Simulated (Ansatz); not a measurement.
# Ni in Ansatz: the effect of functional

The system is Ni.

```
CELL_PARAMETERS angstrom
-1.38372 1.38372 1.38372
1.38372 -1.38372 1.38372
1.38372 1.38372 -1.38372
ATOMIC_POSITIONS crystal
Ni 0.00000 0.00000 0.00000
```

This isn't the form of Ni at room conditions, which is fcc.

Alike in all runs:

* Program: Ansatz 0.2.0
* Task: band structure
* Potentials or basis: all-electron LAPW, scalar-relativistic
* Cutoff: 339 eV (chosen from the basis error)
* Basis error allowed: 0.001 eV/atom
* k mesh: 13 × 13 × 13
* Occupations: fermi-dirac, width 0.05 eV
* Spin: collinear spin, ferromagnetic start
* Starting moments: [1.0] μB

| functional | pressure (GPa) | moment (μB) |
| --- | --- | --- |
| PBE | ? | ? |
| LDA | -10.3 | 0.55 |
| PBEsol | -2.4 | 0.59 |

Question: What does the run with functional PBE give?

Answer: Pressure 7.8 GPa; moment 0.59 μB.
